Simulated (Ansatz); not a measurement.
A series in volume scale on WC

Periodic Kohn-Sham DFT of a crystal at fixed atoms, scaled to volume_scale times the given cell; pressure positive in compression, energy less spherical unpolarised free atoms, largest_vzz the field gradient of largest size among the nuclei. The results are calculated, by Ansatz 0.2.0.

The cell before it is scaled or strained (space group P-6m2, No. 187):
```
CELL_PARAMETERS angstrom
2.90050 0.00000 0.00000
-1.45030 2.51190 0.00000
0.00000 0.00000 2.82900
ATOMIC_POSITIONS crystal
W 0.00000 0.00000 0.00000
C 0.66667 0.33333 0.50000
```

Settings of every row: method frozen-core PAW; functional PBE; relativity scalar; k mesh 14x14x13; filling fermi-dirac; smearing width 0.05 eV; wave cutoff 420 eV; paw set soft_2.

Atom start moment: 0 on all atoms.

Limits: field gradient without spin-orbit coupling on heavy atoms; no gap: field gradients move with the k mesh; no spin-orbit coupling on heavy atoms.

```csv
row,volume scale,V (Å³/atom),pressure (GPa),largest V_zz (1e21 V/m^2)
1,0.9405,9.693,?,?
2,0.98,10.1,17.378,-14.315
3,1,10.306,8.492,-13.498
4,1.02,10.512,0.472,-12.762
5,1.06,10.924,-13.296,-11.47
```

Question: what pressure should row 1 give?

Worked fit of pressure. Take u = (V_r/V)^(2/3) − 1 with V_r = 10.409 Å³ an atom, which is twice the finite (Eulerian) strain; such expansions in the strain, on which the Birch-Murnaghan equation of state is built, carry the rest volume and the bulk modulus. The shown rows have u = 0.02029, 0.00665, -0.00654, -0.03168. Least squares give pressure = 4.3798 + 608.304 × u + 1590 × u² GPa; a straight line predicts inner rows, each left out in turn, worse (root mean square 0.67 against 0.0066 GPa). The rows lie off it by 0.001, -0.003, 0.003, 0.000. The pressure vanishes at u = -0.0073, or V = 10.52 Å³ an atom, and there the bulk modulus at fixed shape and fractions is B = −V dP/dV = (2/3)(1 + u) dP/du = 387 GPa. Letting shape and atoms relax would as a rule lower it, by much in layered, chain or molecular crystals. The withheld row has u = 0.04866, so the fit gives 4.3798 + 608.304 × (0.04866) + 1590 × (0.04866)² = 37.745 GPa.

The calculation gave 37.836 GPa. The fit lies 0.091 GPa (0.18 % of the column's range) below it; its largest miss of a shown row is 0.003 GPa. This row lies beyond the range of the fit.

The other values of row 1: largest V_zz -16.159 1e21 V/m^2.
